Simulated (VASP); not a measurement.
# HfO₂: an input that fails (relaxed cell and band gap)

HfO₂, Fm-3m (no. 225), 3 atoms in the cell.

INCAR:
```
PREC = Accurate
ENCUT = 600
EDIFF = 1E-7
ISMEAR = 0
SIGMA = 0.02
LREAL = False
LASPH = True
GGA_COMPAT = False
ALGO = Normal
NELM = 80
ISIF = 3
LWAVE = False
LCHARG = False
GGA = LIBXC
LIBXC1 = GGA_X_PBEE
LIBXC2 = GGA_C_PBE
IBRION = 2
EDIFFG = -0.005
NSW = 20
KPAR = 2
```

KPOINTS:
```
k-points
0
Gamma
  7 7 7
```

POSCAR:
```
HfO2
1.0
    0.0000000000      2.5575000000      2.5575000000
    2.5575000000      0.0000000000      2.5575000000
    2.5575000000      2.5575000000      0.0000000000
Hf O
1 2
Direct
    0.0000000000      0.0000000000      0.0000000000
    0.7500000000      0.7500000000      0.7500000000
    0.2500000000      0.2500000000      0.2500000000
```

Commands:
```
cat potpaw_PBE.64/Hf_pv/POTCAR potpaw_PBE.64/O/POTCAR > POTCAR
mpirun -np 2 vasp_std > vasp.out
```

VASP stops with:
```
One of the selected functionals for Libxc does not exist. Either you mistyped the name or your installed version of Libxc is not recent enough to include this functional. ---->  I REFUSE TO CONTINUE WITH THIS SICK JOB ... BYE!!! <----
```

Cause: misspelt functional name under LIBXC1.
